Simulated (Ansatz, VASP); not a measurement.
Ta3N in VASP and in Ansatz

Contents of INCAR:

```
SYSTEM = Ta3N
PREC = Accurate
ENCUT = 520
EDIFF = 1E-6
ISMEAR = -1
SIGMA = 0.05
LREAL = .FALSE.
LASPH = .TRUE.
NELM = 100
ALGO = Normal
ISIF = 2
LWAVE = .FALSE.
LCHARG = .FALSE.
GGA = PS
NBANDS = 27
```

File KPOINTS:

```
regular mesh
0
G
  10 10 4
  0 0 0
```

POSCAR

```
Ta3N
1.0
    3.0721262478      0.0000000000      0.0000000000
   -1.5360631240      2.6605393743      0.0000000000
    0.0000000000      0.0000000000      7.6231501572
Ta N
3 1
Direct
    0.6666666667      0.3333333333      0.8260700000
    0.3333333333      0.6666666667      0.1739300000
    0.0000000000      0.0000000000      0.5000000000
    0.0000000000      0.0000000000      0.0000000000
```

input.yaml

```yaml
crystal:
  lattice:
    - [3.0721262478, 0.0, 0.0]
    - [-1.536063124, 2.6605393743, 0.0]
    - [0.0, 0.0, 7.6231501572]
  atoms:
    - { symbol: Ta, position: [0.6666666667, 0.3333333333, 0.82607] }
    - { symbol: Ta, position: [0.3333333333, 0.6666666667, 0.17393] }
    - { symbol: Ta, position: [0.0, 0.0, 0.5] }
    - { symbol: "N", position: [0.0, 0.0, 0.0] }
hamiltonian:
  xc: pbesol
  pseudopotentials: { kind: paw }
kpoints:
  mp_grid: { grid: [10, 10, 4] }
scf:
  occupations: { method: fermi_dirac, width: 0.05 }
output:
  forces: true
  stress: true
  eigenvalues: true
```

The cell comes from a database or a generator and needn't be the stable form of this composition.

Alike in both runs: task single point; functional PBEsol; k mesh 10 × 10 × 4; occupations fermi-dirac, width 0.05 eV; no spin polarisation.

```csv
,VASP,Ansatz
version,VASP 6.6.1,Ansatz 0.2.0
potentials or method,"VASP PAW PBE potentials, release 64 (Ta_pv, N)",Ansatz PAW
plane-wave cutoff (eV),520,420
valence electrons in the cell,38,44
```

VASP gave:

```
gap on the k mesh at the Fermi level (eV)       : none
pressure (GPa)                                  : -16.2
largest component of the traceless stress (GPa) : 0.17
rms of the force components (eV/Å)              : 0.229
```

Question: What did Ansatz give for the same quantities?

Answer: gap on the k mesh at the Fermi level (eV): none; pressure (GPa): -16.4; largest component of the traceless stress (GPa): 0.15; rms of the force components (eV/Å): 0.248.

Atom by atom the forces differ by 0.019 eV/Å (rms over components). A gap of «none» marks a metal or a gap that the smearing closes. The functional is the same, so the differences come from potentials, cutoffs and numerics. The two sets of potentials don't hold the same shells in valence.

Caveats: so large a pressure means that the cell lies far from this level's equilibrium, or that cutoff or potentials fall short (VASP); the potentials were made for another functional, which shifts forces and pressure (VASP); the PAW data sets come from PBE, with cores solved anew for the run's functional, which leaves a small shift of forces and pressure (Ansatz). Spin-orbit coupling is left out, which matters for the levels of Ta.
